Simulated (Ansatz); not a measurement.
Migration of Si in Si

All numbers below come from Ansatz, DFT PBEsol, scalar-relativistic, plane waves, PAW. Settings: 420 eV cutoff, 3×3×3 k-mesh, Gaussian smearing of 0.02 eV, no spin polarisation.

Host crystal, relaxed:

```yaml
crystal:
  lattice:
    - [0.00000, 2.71692, 2.71692]
    - [2.71692, 0.00000, 2.71692]
    - [2.71692, 2.71692, 0.00000]
  atoms:
    - { symbol: Si, position: [0.75000, 0.75000, 0.75000] }
    - { symbol: Si, position: [0.50000, 0.50000, 0.50000] }
```

In a supercell of 16 host sites, Si trades places with a neighbouring Si vacancy, moving 2.28 Å between the relaxed ends. Climbing-image nudged elastic band at fixed cell with images 0 (start) to 4 (end), the path measured over all atoms, converged to 0.05 eV/Å; the order of the saddle wasn't checked, and the small cell leaves errors of about a tenth of an eV.

Supercell rows in host cell vectors: 0 -2 2; 0 0 2; -2 0 2. Si was set at (0.750, 0.750, 0.750) of the host cell.

At the relaxed start Si has 3 Si at 2.37 Å.

Problem. What barrier does the band give, and what surrounds the atom at the top?

Solution. 0.66 eV at image 2, where Si has 6 Si at 2.83 Å.

Cost: 1 run of about 6.7 core-minutes, on Arm Neoverse V2 (shared hosts).